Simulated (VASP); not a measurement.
Cu under changes of volume

One of the cells (12.047 Å³/atom); the others are scaled copies at fixed shape and fractional positions:

```
Cu
1.0
     0.00000    1.81947    1.81947
     1.81947    0.00000    1.81947
     1.81947    1.81947    0.00000
Cu
1
Direct
  0.00000 0.00000 0.00000
```

- Program: VASP 6.6.1
- Functional: PBEsol
- Potentials or basis: VASP PAW PBE potentials, release 64 (Cu)
- Cutoff: 520 eV
- k mesh: 13 × 13 × 13
- Occupations: fermi-dirac, width 0.05 eV
- Spin: no spin polarisation

| volume (Å³/atom) | energy over the lowest point (meV/atom) | pressure (GPa) |
| --- | --- | --- |
| 11.102 | 3.20 | 4.0 |
| 11.338 | 0.00 | 0.2 |
| 11.574 | 1.94 | -3.0 |
| 12.047 | 18.90 | -8.4 |
| 12.283 | 32.90 | -10.7 |
| 12.519 | ? | ? |

Problem. What does the run at 12.519 Å³/atom give?

Solution. Energy over the lowest point 50.01 meV/atom; pressure -12.7 GPa.

Worked out: A Birch-Murnaghan fit of order 3 (a polynomial in V^(-2/3)) to the other rows has its minimum at 11.36 Å³/atom with B0 = V·E''(V) = 165 GPa and B' = 5.0. It gives 50.01 meV/atom at 12.519 Å³/atom, against the run's 50.01, and -dE/dV = -12.6 GPa, against -12.7.

Energies are extrapolated to zero smearing.

Caveats: the PAW data sets were made with another functional, which shifts forces and pressure a little.
